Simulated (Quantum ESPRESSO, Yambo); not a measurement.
An input for Yambo 5.3.0 (LiBr (Fm-3m)):

```
optics
bss
bse
em1s
dipoles
rim_cut
RandQpts= 1000000
RandGvec= 1 RL
Chimod= "HARTREE"
BSKmod= "SEX"
BSEmod= "coupling"
BSSmod= "d"
BSENGexx= 30 Ry
BSENGBlk= 6 Ry
% BSEQptR
 1 | 1 |
%
% BSEBands
 8 | 13 |
%
% BEnRange
 0 | 11 | eV
%
% BDmRange
 0.1 | 0.1 | eV
%
BEnSteps= 111
% BLongDir
 1 | 0 | 0 |
%
% BndsRnXs
 1 | 90 |
%
NGsBlkXs= 6 Ry
% LongDrXs
 1 | 1 | 1 |
%
% KfnQP_E
 2.957 | 1.0 | 1.0 |
%
WRbsWF
```

```sh
OMP_NUM_THREADS=1 mpirun -n 4 yambo -F bse5.in -J bse5,bse3_W -C bse5 > bse5.log
```

The stored states that it reads are on a 6×6×6 mesh. The structure is cubic, space group Fm-3m (No. 225). Conventional cell: a = 5.501 Å, b = 5.501 Å, c = 5.501 Å, α = 90.00°, β = 90.00°, γ = 90.00°. Nearest to Li lie 6 Br at 2.75 Å. Br has 6 Li at 2.75 Å nearest. Farther neighbours and most contacts between anions are not listed.

**Question.** Estimate wall time and host memory on 4 MPI ranks of AMD EPYC 9R45, shared host.

It took 2.1 min; on shared hardware allow 63 s to 4.2 min. Peak host memory was 4.8 GiB.

The kernel grows as the square of the matrix size, and full diagonalisation as its cube.

[Paths, hosts, dates, memory and timing lines, banners, echoed tables and standing remarks are left out of the program output.]

[Logs are printed without paths, hosts, clocks, repeated set-up lines and the standing remarks that a program may print on its own settings, such as how far it seeks lower states.]

[Runs of the session that timed out or met a known fault of the program may be left out.]

[Hosts, paths, dates, database ids (printed as entryN), source tags and the programs' standing remarks are cut or masked in the printed files.]
